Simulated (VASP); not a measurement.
Write the native input for VASP 6.6.1 that does the following.

* Task: relaxation of cell and atoms
* Functional: PBEsol
* Potentials or basis: VASP PAW PBE potentials, release 64 (Be, S)
* Cutoff: 600 eV
* k mesh: 8 × 8 × 8
* Occupations: gaussian, width 0.02 eV
* Spin: no spin polarisation
* Dipole correction: no
* Further INCAR settings: ALGO = Normal; EDIFF = 1e-06; IBRION = 2; EDIFFG = -0.005; NSW = 70; ISIF = 3

The structure of BeS lies in POSCAR:

```
BeS
1.0
    0.0000000000      2.4379189251      2.4379189251
    2.4379189251      0.0000000000      2.4379189251
    2.4379189251      2.4379189251      0.0000000000
Be S
1 1
Direct
    0.0000000000      0.0000000000      0.0000000000
    0.2500000000      0.2500000000      0.2500000000
```

The input as run:

INCAR

```
SYSTEM = BeS
  PREC = Accurate
  ENCUT = 600
  EDIFF = 1E-6
  ISMEAR = 0
  SIGMA = 0.02
  LREAL = .FALSE.
  LASPH = .TRUE.
  NELM = 60
  ALGO = Normal
  ISIF = 3
  LWAVE = .FALSE.
  LCHARG = .FALSE.
  GGA = PS
  IBRION = 2
  NSW = 70
  EDIFFG = -0.005
```

KPOINTS

```
Automatic mesh
0
G
  8 8 8
  0 0 0
```

Potentials or basis: VASP PAW PBE potentials, release 64 (Be, S).

Command:

```sh
$ cat potpaw_PBE.64/Be/POTCAR potpaw_PBE.64/S/POTCAR > POTCAR
$ mpirun -np 1 vasp_std > vasp.out
```

It gave:

The relaxed volume is 14.18 Å³/atom and the relaxed cell is a = 3.423 Å, b = 3.423 Å, c = 3.423 Å, α = 60.00°, β = 60.00°, γ = 60.00°. The space group after relaxing (to 0.05 Å) is F-43m (No. 216) and the energy gained by relaxing is 2.0 meV/atom. The ionic steps are 3. The pressure after relaxing is 0.0 GPa. The band gap on the k mesh is 2.92 eV, indirect (least direct gap 5.61 eV).

Caveat: the PAW data sets were made with another functional, which shifts forces and pressure a little.

It took 8 s on 1 thread of Intel(R) Xeon(R) 6975P-C (Granite Rapids) (shared host), peak memory 0.15 GiB.
